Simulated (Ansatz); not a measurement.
**AlRu: a tetragonal deformation path**

One table from this session's results is given with a row withheld; the runs are named, their logs left out.

Method: DFT PBEsol, scalar-relativistic, plane waves, PAW, in Ansatz 0.2.0.

1 further run of the same task is left out (set aside as unsound or not needed). Runs told in other sessions of the task aren't counted.

## The structure to begin with

The structure is cubic, space group Pm-3m (No. 221). Conventional cell: a = 2.976 Å, b = 2.976 Å, c = 2.976 Å, α = 90.00°, β = 90.00°, γ = 90.00°. Al (site symmetry m-3m) is surrounded by 8 Ru at 2.58 Å. Ru (site symmetry m-3m) has 8 Al at 2.58 Å in its first shell of neighbours.

Structure file:

```cif
data_structure
_symmetry_space_group_name_H-M 'Pm-3m'
_symmetry_Int_Tables_number 221
_cell_length_a 2.9764
_cell_length_b 2.9764
_cell_length_c 2.9764
_cell_angle_alpha 90.000
_cell_angle_beta 90.000
_cell_angle_gamma 90.000
_cell_volume 26.37
loop_
_atom_site_label
_atom_site_type_symbol
_atom_site_symmetry_multiplicity
_atom_site_Wyckoff_symbol
_atom_site_fract_x
_atom_site_fract_y
_atom_site_fract_z
_atom_site_occupancy
Al1 Al 1 a 0.00000 0.00000 0.00000 1
Ru1 Ru 1 b 0.50000 0.50000 0.50000 1
```

This cell was relaxed beforehand with the same method: volume 13.18 Å³/atom, gap on the mesh none (metal).

Set-up of the first run:

The input, input.yaml:

```yaml
crystal:
  lattice:
    - [2.9764078228, 0.0, 0.0]
    - [0.0, 2.9764078228, 0.0]
    - [0.0, 0.0, 2.9764078228]
  atoms:
    - { symbol: Al, position: [0.0, 0.0, 0.0] }
    - { symbol: Ru, position: [0.5, 0.5, 0.5] }
basis:
  ecutwfc: 420
kpoints:
  mp_grid: { grid: [22, 22, 22] }
hamiltonian:
  xc: pbesol
scf:
  occupations: { method: gaussian, width: 0.15 }
output:
  forces: true
  stress: true
  eigenvalues: true
```

Run with:

```
ansatz run input.yaml --threads 1 --pin off --max-ram 2560MiB --backend cpu --events-out ev --progress --plain --runs-dir out
```

Steps of the session up to this table: The undisturbed cell; At ρ = 0.707; At ρ = 1.414; Point ρ = 0.850; ρ = 1.200; At ρ = 0.780; At ρ = 1.300; Point ρ = 0.920; Point ρ = 1.100; At ρ = 0.650; At ρ = 1.500; At ρ = 0.960; ρ = 1.050.

One of the session's tables, all rows but one given; the rest of the session is left out.

The scan, with free energies counted from the undisturbed cell:

| ρ | ΔE (meV/atom) | pressure (GPa) |
| --- | --- | --- |
| 0.650 | 1183.9 | 33.8 |
| 0.707 | 755.1 | 21.1 |
| 0.780 | 383.2 | 9.9 |
| 0.850 | 151.0 | 3.7 |
| 0.920 | 36.2 | 0.9 |
| 0.960 | 8.3 | 0.2 |
| 1.000 | 0.0 | 0.0 |
| 1.050 | 11.3 | 0.2 |
| 1.100 | 42.1 | 0.9 |
| 1.200 | ? | ? |
| 1.300 | 255.9 | 6.1 |
| 1.414 | 353.6 | 8.7 |
| 1.500 | 442.1 | 10.6 |

Estimate the missing values for ρ = 1.200.

Worked estimate for «ΔE (meV/atom)». A straight line through the neighbours (1.100, 42.1) and (1.300, 255.9) gives 42.1 + (255.9 − 42.1) × (1.200 − 1.100) / (1.300 − 1.100) = 149.0; a parabola fitted to 4 rows on both sides gives 152.9.

**Answer.** ΔE (meV/atom): 146.7; pressure (GPa): 3.2. In «ΔE (meV/atom)» the line misses by +2.3 and the parabola by +6.2.
